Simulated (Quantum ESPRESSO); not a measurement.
# CsSnBr3 (Pm-3m) in Quantum ESPRESSO: notebook

The runs below take CsSnBr3 through single point, equation of state, with PBEsol.

Everything below comes from runs of Quantum ESPRESSO 7.5. Logs are shortened: lines on timing, memory, paths and dates and some standing lists are left out, and cuts for length are marked.

## (1) Starting point

It takes space group Pm-3m (No. 221, cubic). The conventional cell has a = 5.839 Å, b = 5.839 Å, c = 5.839 Å, α = 90.00°, β = 90.00°, γ = 90.00°. Cs (site symmetry m-3m) has 12 Br at 4.13 Å as nearest neighbours. Sn (site symmetry m-3m) is surrounded by 6 Br at 2.92 Å. Br (site symmetry 4/mmm) is surrounded by 2 Sn at 2.92 Å.

The cell is a database's computed one.

## (2) Single point, PBEsol, 37.43 Å³/atom

File pw.in:

```
&CONTROL
  calculation = 'scf'
  prefix = 'pwscf'
  outdir = './tmp'
  pseudo_dir = './pseudo'
  tstress = .true.
  disk_io = 'nowf'
/
&SYSTEM
  ibrav = 0
  nat = 5
  ntyp = 3
  ecutwfc = 68
  ecutrho = 544
  nbnd = 31
  occupations = 'smearing'
  smearing = 'fd'
  degauss = 0.00367493
/
&ELECTRONS
  conv_thr = 1d-09
  electron_maxstep = 120
  mixing_beta = 0.5
/
ATOMIC_SPECIES
Cs   132.9055 cs_pbesol_v1.uspp.F.UPF
Sn   118.7100 sn_pbesol_v1.4.uspp.F.UPF
Br    79.9040 br_pbesol_v1.4.uspp.F.UPF
CELL_PARAMETERS angstrom
   5.7198087843    0.0000000000    0.0000000000
   0.0000000000    5.7198087843    0.0000000000
   0.0000000000    0.0000000000    5.7198087843
ATOMIC_POSITIONS crystal
Cs     0.0000000000    0.0000000000    0.0000000000
Sn     0.5000000000    0.5000000000    0.5000000000
Br     0.0000000000    0.5000000000    0.5000000000
Br     0.5000000000    0.5000000000    0.0000000000
Br     0.5000000000    0.0000000000    0.5000000000
K_POINTS automatic
5 5 5 0 0 0
```

Potentials or basis: GBRV 1.5 PBEsol.

On the command line:

```sh
> OMP_NUM_THREADS=1 mpirun -n 2 pw.x -nk 2 -in pw.in > pw.out
```

pw.out:

```text
This program is part of the open-source Quantum ESPRESSO suite
     for quantum simulation of materials; please cite
[... 13 lines left out ...]
     --------------------
     sticks:   dense  smooth     PW     G-vecs:    dense   smooth      PW
     Sum        5057    2537    697               270353    95577   13805

     Using Slab Decomposition

     bravais-lattice index     =            0
     lattice parameter (alat)  =      10.8089  a.u.
     unit-cell volume          =    1262.8191 (a.u.)^3
     number of atoms/cell      =            5
     number of atomic types    =            3
     number of electrons       =        44.00
     number of Kohn-Sham states=           31
     kinetic-energy cutoff     =      68.0000  Ry
     charge density cutoff     =     544.0000  Ry
     scf convergence threshold =      1.0E-09
     mixing beta               =       0.5000
     number of iterations used =            8  plain     mixing
     Exchange-correlation= SLA  PW   PSX  PSC
                           (   1   4  10   8   0   0   0)

     celldm(1)=  10.808872  celldm(2)=   0.000000  celldm(3)=   0.000000
     celldm(4)=   0.000000  celldm(5)=   0.000000  celldm(6)=   0.000000

     crystal axes: (cart. coord. in units of alat)
               a(1) = (   1.000000   0.000000   0.000000 )
               a(2) = (   0.000000   1.000000   0.000000 )
               a(3) = (   0.000000   0.000000   1.000000 )

     reciprocal axes: (cart. coord. in units 2 pi/alat)
               b(1) = (  1.000000  0.000000  0.000000 )
               b(2) = (  0.000000  1.000000  0.000000 )
               b(3) = (  0.000000  0.000000  1.000000 )

     PseudoPot. # 1 for Cs read from file:
     cs_pbesol_v1.uspp.F.UPF
     Pseudo is Ultrasoft + core correction, Zval =  9.0
     Generated by new atomic code, or converted to UPF format
     Using radial grid of  905 points,  6 beta functions with:
                l(1) =   0
                l(2) =   0
                l(3) =   1
                l(4) =   1
                l(5) =   2
                l(6) =   2
     Q(r) pseudized with  6 coefficients,  rinner =    1.500   1.500   1.500
                                                       1.500   1.500

     PseudoPot. # 2 for Sn read from file:
     sn_pbesol_v1.4.uspp.F.UPF
     Pseudo is Ultrasoft + core correction, Zval = 14.0
     Generated by new atomic code, or converted to UPF format
     Using radial grid of  891 points,  6 beta functions with:
                l(1) =   0
                l(2) =   0
                l(3) =   1
                l(4) =   1
                l(5) =   2
                l(6) =   2
     Q(r) pseudized with  8 coefficients,  rinner =    1.350   1.350   1.350
                                                       1.350   1.350

     PseudoPot. # 3 for Br read from file:
     br_pbesol_v1.4.uspp.F.UPF
     Pseudo is Ultrasoft + core correction, Zval =  7.0
     Generated by new atomic code, or converted to UPF format
     Using radial grid of  879 points,  6 beta functions with:
                l(1) =   0
                l(2) =   0
                l(3) =   1
                l(4) =   1
                l(5) =   2
                l(6) =   2
     Q(r) pseudized with  8 coefficients,  rinner =    1.200   1.200   1.200
                                                       1.200   1.200

     atomic species   valence    mass     pseudopotential
     Cs                9.00   132.90550     Cs( 1.00)
     Sn               14.00   118.71000     Sn( 1.00)
     Br                7.00    79.90400     Br( 1.00)

     48 Sym. Ops., with inversion, found

   Cartesian axes

     site n.     atom                  positions (alat units)
         1        Cs     tau(   1) = (   0.0000000   0.0000000   0.0000000  )
         2        Sn     tau(   2) = (   0.5000000   0.5000000   0.5000000  )
         3        Br     tau(   3) = (   0.0000000   0.5000000   0.5000000  )
         4        Br     tau(   4) = (   0.5000000   0.5000000   0.0000000  )
         5        Br     tau(   5) = (   0.5000000   0.0000000   0.5000000  )

     number of k points=    10  Fermi-Dirac smearing, width (Ry)=  0.0037
                       cart. coord. in units 2pi/alat
        k(    1) = (   0.0000000   0.0000000   0.0000000), wk =   0.0160000
        k(    2) = (   0.0000000   0.0000000   0.2000000), wk =   0.0960000
        k(    3) = (   0.0000000   0.0000000   0.4000000), wk =   0.0960000
        k(    4) = (   0.0000000   0.2000000   0.2000000), wk =   0.1920000
        k(    5) = (   0.0000000   0.2000000   0.4000000), wk =   0.3840000
        k(    6) = (   0.0000000   0.4000000   0.4000000), wk =   0.1920000
        k(    7) = (   0.2000000   0.2000000   0.2000000), wk =   0.1280000
        k(    8) = (   0.2000000   0.2000000   0.4000000), wk =   0.3840000
        k(    9) = (   0.2000000   0.4000000   0.4000000), wk =   0.3840000
        k(   10) = (   0.4000000   0.4000000   0.4000000), wk =   0.1280000

     Dense  grid:   270353 G-vectors     FFT dimensions: (  81,  81,  81)

     Smooth grid:    95577 G-vectors     FFT dimensions: (  60,  60,  60)

     Initial potential from superposition of free atoms

     starting charge      42.9622, renormalised to      44.0000
     Starting wfcs are   34 randomized atomic wfcs

     Self-consistent Calculation

     iteration #  1     ecut=    68.00 Ry     beta= 0.50
     Davidson diagonalization with overlap
     ethr =  1.00E-02,  avg # of iterations =  3.7

     Threshold (ethr) on eigenvalues was too large:
     Diagonalizing with lowered threshold

     Davidson diagonalization with overlap
     ethr =  3.80E-04,  avg # of iterations =  8.4

     total energy              =    -343.75561697 Ry
     estimated scf accuracy    <       0.18493322 Ry

     iteration #  2     ecut=    68.00 Ry     beta= 0.50
     Davidson diagonalization with overlap
     ethr =  4.20E-04,  avg # of iterations =  2.3

     total energy              =    -343.79537983 Ry
     estimated scf accuracy    <       0.01108930 Ry

     iteration #  3     ecut=    68.00 Ry     beta= 0.50
     Davidson diagonalization with overlap
     ethr =  2.52E-05,  avg # of iterations = 11.1

     total energy              =    -343.79746854 Ry
     estimated scf accuracy    <       0.00160651 Ry

     iteration #  4     ecut=    68.00 Ry     beta= 0.50
     Davidson diagonalization with overlap
     ethr =  3.65E-06,  avg # of iterations =  9.3

     total energy              =    -343.79819045 Ry
     estimated scf accuracy    <       0.00013817 Ry

     iteration #  5     ecut=    68.00 Ry     beta= 0.50
     Davidson diagonalization with overlap
     ethr =  3.14E-07,  avg # of iterations =  6.8

     total energy              =    -343.79825065 Ry
     estimated scf accuracy    <       0.00001223 Ry

     iteration #  6     ecut=    68.00 Ry     beta= 0.50
     Davidson diagonalization with overlap
     ethr =  2.78E-08,  avg # of iterations =  6.2

     total energy              =    -343.79826215 Ry
     estimated scf accuracy    <       0.00000089 Ry

     iteration #  7     ecut=    68.00 Ry     beta= 0.50
     Davidson diagonalization with overlap
     ethr =  2.02E-09,  avg # of iterations = 12.2

     total energy              =    -343.79826426 Ry
     estimated scf accuracy    <       0.00000023 Ry

     iteration #  8     ecut=    68.00 Ry     beta= 0.50
     Davidson diagonalization with overlap
     ethr =  5.14E-10,  avg # of iterations =  6.6

     total energy              =    -343.79826436 Ry
     estimated scf accuracy    <       0.00000006 Ry

     iteration #  9     ecut=    68.00 Ry     beta= 0.50
     Davidson diagonalization with overlap
     ethr =  1.38E-10,  avg # of iterations =  7.0

     total energy              =    -343.79826444 Ry
     estimated scf accuracy    <          3.4E-09 Ry

     iteration # 10     ecut=    68.00 Ry     beta= 0.50
     Davidson diagonalization with overlap
     c_bands:  1 eigenvalues not converged
     c_bands:  1 eigenvalues not converged
     ethr =  7.77E-12,  avg # of iterations = 14.5

     End of self-consistent calculation

          k = 0.0000 0.0000 0.0000 ( 11981 PWs)   bands (ev):

   -17.2011 -17.0021 -17.0021 -16.9583 -16.9583 -16.9583 -10.8756 -10.2374
   -10.2374  -3.9950  -3.9950  -3.9950  -1.1620  -0.5296  -0.5296  -0.5296
     1.8744   1.8744   1.8744   2.0430   2.0430   2.0430   7.1309   8.1027
     8.1027   8.7538   8.7538   8.7538  10.3455  10.3455  10.3455

          k = 0.0000 0.0000 0.2000 ( 11948 PWs)   bands (ev):

   -17.2004 -17.0021 -16.9989 -16.9584 -16.9584 -16.9582 -10.8314 -10.2992
   -10.2365  -3.9877  -3.9877  -3.9862  -1.9001  -0.4985  -0.4985   0.4741
     1.8137   1.8137   1.8158   1.9846   1.9846   2.1006   7.5633   8.3733
     8.4414   8.9081   9.0207   9.0684   9.0684  10.2472  10.2472

          k = 0.0000 0.0000 0.4000 ( 11960 PWs)   bands (ev):

   -17.1994 -17.0021 -16.9938 -16.9585 -16.9585 -16.9582 -10.7241 -10.4348
   -10.2350  -3.9757  -3.9757  -3.9729  -2.4061  -0.4448  -0.4448   1.0878
     1.7015   1.7015   1.7260   1.9061   1.9061   2.8582   7.0148   8.4706
     9.0386   9.1277   9.3420   9.5600   9.5601  10.2159  10.5186

          k = 0.0000 0.2000 0.2000 ( 11966 PWs)   bands (ev):

   -17.1999 -17.0005 -16.9973 -16.9585 -16.9584 -16.9584 -10.7889 -10.3214
   -10.2697  -3.9968  -3.9810  -3.9745  -2.3717  -0.4601  -0.0085   0.7056
     1.5793   1.7648   1.8977   1.9072   2.1000   2.1875   7.8946   8.5321
     8.6099   8.7768   8.9397   9.1201   9.2445   9.8285  10.0765

          k = 0.0000 0.2000 0.4000 ( 11961 PWs)   bands (ev):

   -17.1989 -17.0000 -16.9927 -16.9586 -16.9585 -16.9584 -10.6843 -10.4362
   -10.2808  -3.9910  -3.9771  -3.9702  -2.8121  -0.3930   0.2441   0.9895
     1.5068   1.6646   1.8028   1.8712   2.0901   3.0321   6.8425   8.4850
     8.7991   9.1586   9.3072   9.3693   9.6865  10.1737  10.4236

          k = 0.0000 0.4000 0.4000 ( 11966 PWs)   bands (ev):

   -17.1981 -16.9979 -16.9895 -16.9587 -16.9585 -16.9585 -10.5817 -10.4510
   -10.3809  -4.0037  -3.9954  -3.9612  -3.2318  -0.2996   0.8339   1.1428
     1.5041   1.6024   1.6326   1.7825   2.3497   3.7263   6.4992   6.6994
     9.1719   9.2371   9.6558   9.9178  10.0859  10.1664  10.2811

          k = 0.2000 0.2000 0.2000 ( 11920 PWs)   bands (ev):

   -17.1993 -16.9973 -16.9973 -16.9585 -16.9585 -16.9584 -10.7492 -10.3200
   -10.3200  -3.9975  -3.9975  -3.9624  -2.7543   0.0321   0.0321   0.8082
     1.5274   1.5274   2.0551   2.0840   2.0840   2.2260   8.0534   8.3683
     8.3683   8.8309   8.9248   8.9248   9.7914   9.7914  10.0573

          k = 0.2000 0.2000 0.4000 ( 11962 PWs)   bands (ev):

   -17.1984 -16.9973 -16.9922 -16.9586 -16.9586 -16.9585 -10.6501 -10.4365
   -10.3177  -3.9986  -3.9984  -3.9696  -3.1574   0.1057   0.4245   0.9699
     1.3146   1.5357   1.9717   2.0440   2.1406   3.1460   6.6645   8.1853
     8.3029   8.8895   9.3499   9.4350  10.1256  10.2497  10.5100

          k = 0.2000 0.4000 0.4000 ( 11966 PWs)   bands (ev):

   -17.1976 -16.9947 -16.9895 -16.9588 -16.9586 -16.9586 -10.5620 -10.4488
   -10.3984  -4.0161  -4.0123  -3.9836  -3.5471   0.3264   0.9029   1.1247
     1.2437   1.4233   2.0161   2.0656   2.3543   3.7972   6.3067   6.5219
     8.0240   9.1301   9.6080   9.6368   9.9113  10.1549  10.6594

          k = 0.4000 0.4000 0.4000 ( 11953 PWs)   bands (ev):

   -17.1968 -16.9895 -16.9895 -16.9588 -16.9588 -16.9588 -10.5115 -10.4454
   -10.4454  -4.0361  -4.0361  -4.0225  -3.9243   1.0042   1.0805   1.0805
     1.3362   1.3362   2.3287   2.3287   2.3806   4.2661   5.9964   5.9964
     6.5588   8.8123   9.4300   9.4300   9.4736  10.5344  10.5344

     the Fermi energy is     5.1139 ev

!    total energy              =    -343.79826445 Ry
     estimated scf accuracy    <          7.8E-10 Ry
     smearing contrib. (-TS)   =      -0.00000000 Ry
     internal energy E=F+TS    =    -343.79826445 Ry

     The total energy is F=E-TS. E is the sum of the following terms:
     one-electron contribution =    -120.47604877 Ry
     hartree contribution      =      79.77174257 Ry
     xc contribution           =    -131.66398432 Ry
     ewald contribution        =    -171.42997394 Ry

     convergence has been achieved in  10 iterations

     Computing stress (Cartesian axis) and pressure

          total   stress  (Ry/bohr**3)                   (kbar)     P=        3.51
   0.00002385   0.00000000   0.00000000            3.51        0.00        0.00
   0.00000000   0.00002385   0.00000000            0.00        3.51        0.00
   0.00000000   0.00000000   0.00002385            0.00        0.00        3.51

=------------------------------------------------------------------------------=
   JOB DONE.
=------------------------------------------------------------------------------=
```

Wall time 68 s (2 MPI ranks of Intel Xeon 6975P-C (Granite Rapids), shared host); peak memory 1.3 GiB.

Results:

```
Free energy            : -4677.6137 eV
Pressure               : 0.4 GPa
Band gap on the k mesh : 1.73 eV, direct
```

Caveat: spin-orbit coupling is left out, which moves the levels of the heavy elements; an odd mesh through Γ misses points on the zone boundary, where band edges often lie.

## (3) Single point, PBEsol, 38.22 Å³/atom

pw.in: that of step 2 with these lines changed.

```diff
@@ -29,5 +29,5 @@
 CELL_PARAMETERS angstrom
-   5.7198087843    0.0000000000    0.0000000000
-   0.0000000000    5.7198087843    0.0000000000
-   0.0000000000    0.0000000000    5.7198087843
+   5.7600904550    0.0000000000    0.0000000000
+   0.0000000000    5.7600904550    0.0000000000
+   0.0000000000    0.0000000000    5.7600904550
 ATOMIC_POSITIONS crystal
```

Potentials or basis: GBRV 1.5 PBEsol.

On the command line:

```sh
> OMP_NUM_THREADS=1 mpirun -n 2 pw.x -nk 2 -in pw.in > pw.out
```

It took 70 s on 2 MPI ranks of Intel Xeon 6975P-C (Granite Rapids), shared host; peak memory 1.3 GiB.

The run converged. Its results:

```yaml
Free_energy: -4677.6174 eV
Pressure: -0.1 GPa
Band_gap_on_the_k_mesh: 1.77 eV, direct
```

Caveat: spin-orbit coupling is left out, which moves the levels of the heavy elements; an odd mesh through Γ misses points on the zone boundary, where band edges often lie.

## (4) Single point, PBEsol, 39.02 Å³/atom

pw.in: that of step 3 with these lines changed.

```diff
@@ -29,5 +29,5 @@
 CELL_PARAMETERS angstrom
-   5.7600904550    0.0000000000    0.0000000000
-   0.0000000000    5.7600904550    0.0000000000
-   0.0000000000    0.0000000000    5.7600904550
+   5.7998164721    0.0000000000    0.0000000000
+   0.0000000000    5.7998164721    0.0000000000
+   0.0000000000    0.0000000000    5.7998164721
 ATOMIC_POSITIONS crystal
```

On the command line:

```sh
> OMP_NUM_THREADS=1 mpirun -n 2 pw.x -nk 2 -in pw.in > pw.out
```

Run time: 71 s. Hardware: 2 MPI ranks of Intel Xeon 6975P-C (Granite Rapids), shared host; peak memory 1.3 GiB.

Results (log left out):

```yaml
Free_energy: -4677.6098 eV
Pressure: -0.5 GPa
Band_gap_on_the_k_mesh: 1.80 eV, direct
```

Caveat: spin-orbit coupling is left out, which moves the levels of the heavy elements; an odd mesh through Γ misses points on the zone boundary, where band edges often lie.

## (5) Single point, PBEsol, 39.81 Å³/atom

pw.in: that of step 4 with these lines changed.

```diff
@@ -29,5 +29,5 @@
 CELL_PARAMETERS angstrom
-   5.7998164721    0.0000000000    0.0000000000
-   0.0000000000    5.7998164721    0.0000000000
-   0.0000000000    0.0000000000    5.7998164721
+   5.8390056100    0.0000000000    0.0000000000
+   0.0000000000    5.8390056100    0.0000000000
+   0.0000000000    0.0000000000    5.8390056100
 ATOMIC_POSITIONS crystal
```

On the command line:

```sh
> OMP_NUM_THREADS=1 mpirun -n 2 pw.x -nk 2 -in pw.in > pw.out
```

Run time: 69 s. Hardware: 2 MPI ranks of Intel Xeon 6975P-C (Granite Rapids), shared host; peak memory 1.3 GiB.

Results (log left out):

```
Free energy            : -4677.5921 eV
Pressure               : -0.9 GPa
Band gap on the k mesh : 1.83 eV, direct
```

Caveat: spin-orbit coupling is left out, which moves the levels of the heavy elements; an odd mesh through Γ misses points on the zone boundary, where band edges often lie.

## (6) Single point, PBEsol, 40.61 Å³/atom

pw.in: that of step 5 with these lines changed.

```diff
@@ -29,5 +29,5 @@
 CELL_PARAMETERS angstrom
-   5.8390056100    0.0000000000    0.0000000000
-   0.0000000000    5.8390056100    0.0000000000
-   0.0000000000    0.0000000000    5.8390056100
+   5.8776756483    0.0000000000    0.0000000000
+   0.0000000000    5.8776756483    0.0000000000
+   0.0000000000    0.0000000000    5.8776756483
 ATOMIC_POSITIONS crystal
```

Potentials or basis: GBRV 1.5 PBEsol.

On the command line:

```sh
> OMP_NUM_THREADS=1 mpirun -n 2 pw.x -nk 2 -in pw.in > pw.out
```

Wall time 77 s (2 MPI ranks of Intel Xeon 6975P-C (Granite Rapids), shared host); peak memory 1.3 GiB.

It converged, with:

* Free energy: -4677.5654 eV
* Pressure: -1.3 GPa
* Band gap on the k mesh: 1.87 eV, direct

Caveat: spin-orbit coupling is left out, which moves the levels of the heavy elements; an odd mesh through Γ misses points on the zone boundary, where band edges often lie.

## (7) Single point, PBEsol, 41.41 Å³/atom

pw.in: that of step 6 with these lines changed.

```diff
@@ -29,5 +29,5 @@
 CELL_PARAMETERS angstrom
-   5.8776756483    0.0000000000    0.0000000000
-   0.0000000000    5.8776756483    0.0000000000
-   0.0000000000    0.0000000000    5.8776756483
+   5.9158434427    0.0000000000    0.0000000000
+   0.0000000000    5.9158434427    0.0000000000
+   0.0000000000    0.0000000000    5.9158434427
 ATOMIC_POSITIONS crystal
```

On the command line:

```sh
> OMP_NUM_THREADS=1 mpirun -n 2 pw.x -nk 2 -in pw.in > pw.out
```

Run time: 64 s. Hardware: 2 MPI ranks of Intel Xeon 6975P-C (Granite Rapids), shared host; peak memory 1.4 GiB.

The run converged. Its results:

* Free energy: -4677.5308 eV
* Pressure: -1.6 GPa
* Band gap on the k mesh: 1.90 eV, direct

Caveat: spin-orbit coupling is left out, which moves the levels of the heavy elements; an odd mesh through Γ misses points on the zone boundary, where band edges often lie.

## (8) Single point, PBEsol, 42.20 Å³/atom

pw.in: that of step 7 with these lines changed.

```diff
@@ -29,5 +29,5 @@
 CELL_PARAMETERS angstrom
-   5.9158434427    0.0000000000    0.0000000000
-   0.0000000000    5.9158434427    0.0000000000
-   0.0000000000    0.0000000000    5.9158434427
+   5.9535249902    0.0000000000    0.0000000000
+   0.0000000000    5.9535249902    0.0000000000
+   0.0000000000    0.0000000000    5.9535249902
 ATOMIC_POSITIONS crystal
```

On the command line:

```sh
> OMP_NUM_THREADS=1 mpirun -n 2 pw.x -nk 2 -in pw.in > pw.out
```

Run time: 77 s. Hardware: 2 MPI ranks of Intel Xeon 6975P-C (Granite Rapids), shared host; peak memory 1.4 GiB.

It converged, with:

| Item | Value |
| --- | --- |
| Free energy | -4677.4891 eV |
| Pressure | -1.8 GPa |
| Band gap on the k mesh | 1.93 eV, direct |

Caveat: spin-orbit coupling is left out, which moves the levels of the heavy elements; an odd mesh through Γ misses points on the zone boundary, where band edges often lie.

## (9) Equation of state, PBEsol

Potentials or basis: GBRV 1.5 PBEsol.

This step only gathers the single runs of the series.

What came out:

| Quantity | Value |
| --- | --- |
| Equilibrium volume | 38.07 Å³/atom |
| Bulk modulus | 22 GPa |
| Pressure derivative of the bulk modulus | 4.6 |

Energy against volume, from the lowest point:
```
volume (Å³/atom)  energy (meV/atom)
          37.426               0.75
          38.222               0.00
          39.019               1.52
          39.815               5.06
          40.611              10.40
          41.408              17.33
          42.204              25.67
```
